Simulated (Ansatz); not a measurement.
Computed with Ansatz 0.2.0, DFT PBE, scalar-relativistic, plane waves, PAW. All cells share a 420 eV cutoff and Γ-centred k meshes spaced at most about 0.3 Å⁻¹ (about 0.25 or finer for metals, 2π included). No spin polarisation.

Temperature and zero-point effects are left out.

Compare these two cells of Hf₄C, each relaxed at this level.

1.

Space group P4/mmm (No. 123). a = 3.281 Å, b = 3.281 Å, c = 8.731 Å, α = 90.00°, β = 90.00°, γ = 90.00°
```tsv
atom	site	symmetry	x	y	z
Hf	1d	4/mmm	0.5000	0.5000	0.5000
Hf	1c	4/mmm	0.5000	0.5000	0.0000
Hf	2g	4mm	0.0000	0.0000	0.7388
C	1a	4/mmm	0.0000	0.0000	0.0000
```

2.

Space group P2/m (No. 10). a = 5.235 Å, b = 3.270 Å, c = 5.600 Å, α = 90.00°, β = 90.58°, γ = 90.00°
| atom | site | symmetry | x | y | z |
| --- | --- | --- | --- | --- | --- |
| Hf | 2m | m | 0.7440 | 0.0000 | 0.3242 |
| Hf | 2n | m | 0.2479 | 0.5000 | 0.1629 |
| C | 1a | 2/m | 0.0000 | 0.0000 | 0.0000 |

**Question.** Which form is favoured at zero pressure, and by what margin per atom?

**Answer.** Cell 2 is lower, by 16 meV/atom. Cell 1 has space group P4/mmm (No. 123), 18.8 Å³/atom and no gap on its mesh; cell 2 has space group P2/m (No. 10), 19.2 Å³/atom and no gap. Counting Hf atoms around C (those within 1.25 times the shortest such distance or 1.15 times the sum of covalent radii), cell 1 and cell 2 both have C 6. Both come from invented guesses. The lowest form computed isn't among them: it has space group P-3m1 (No. 164), 18.9 Å³/atom and lies 59 meV/atom below the best shown.

For metals, differences of a few meV/atom aren't resolved. These runs have no spin–orbit coupling, which can matter for Hf. Cells relaxed within their symmetry can be saddle points. Some types were kept out of the candidates beforehand, so the set may lack a known form.
